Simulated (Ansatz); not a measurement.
CdI2-type MnO2

Method: PBE, scalar-relativistic; collinear spin; PAW, 420 eV, 14×14×6 k-mesh, Gaussian smearing of 0.05 eV; code Ansatz; PAW files: Ansatz's generated set soft_2.

Space group P-3m1 (No. 164). a = 2.877 Å, b = 2.877 Å, c = 5.446 Å, α = 90.00°, β = 90.00°, γ = 120.00°
```csv
atom,site,symmetry,x,y,z
Mn,1a,-3m.,0.0000,0.0000,0.0000
O,2d,3m.,0.3333,0.6667,0.1754
```

This is a trial structure; measured cells of the compound in the Crystallography Open Database are in space groups Pnma, I4/m, P42/mnm.

Magnetic state: ferromagnetic, site spin moments Mn 2.52 μB.

The cell above was scaled in volume, and shape and atoms were relaxed at each volume within its symmetry. Energies are counted from the cell above.

The cell is relaxed to zero pressure at this level.

```
V (Å³/atom)  ΔE (meV/atom)  P (GPa)  gap on the mesh (eV)  largest moment (μB)
      12.30            0.7     0.40                  0.99                 2.51
      12.49            0.4     0.35                  1.00                 2.51
      12.75            0.1     0.24                  1.01                 2.51
      13.01            0.0     0.01                  1.02                 2.52
      13.27            0.0    -0.04                  1.03                 2.52
      13.53            0.1    -0.07                  1.04                 2.52
      13.92            0.2    -0.11                  1.05                 2.52
      14.31            0.4    -0.09                  1.06                 2.52
```

(1) Can a bulk modulus be trusted from these points?

Answer:

(1) No. The energies are smooth (scatter 0.01 meV/atom), but the pressures don't fall steadily as the cell grows, and the fit's B0′ of 20.0 is out of the usual range: the curve is too flat or too lopsided over this range, as for soft or weakly bound crystals, and a third-order form can't fix it.

The fit puts its minimum at 13.14 Å³/atom, 1.0 % over the cell above, so zero pressure fixes the volume only loosely here.

Kohn–Sham gaps of semilocal functionals lie under measured ones, often by a third or more. Site moments are of spin, integrated over atomic spheres. The structure is built of weakly bound layers, and this functional has no dispersion term, so their spacing and all that hangs on it (volume, the soft elastic constants, low modes, dielectric constants) are poorly given. The moments were started parallel, and the real magnetic order may be another.
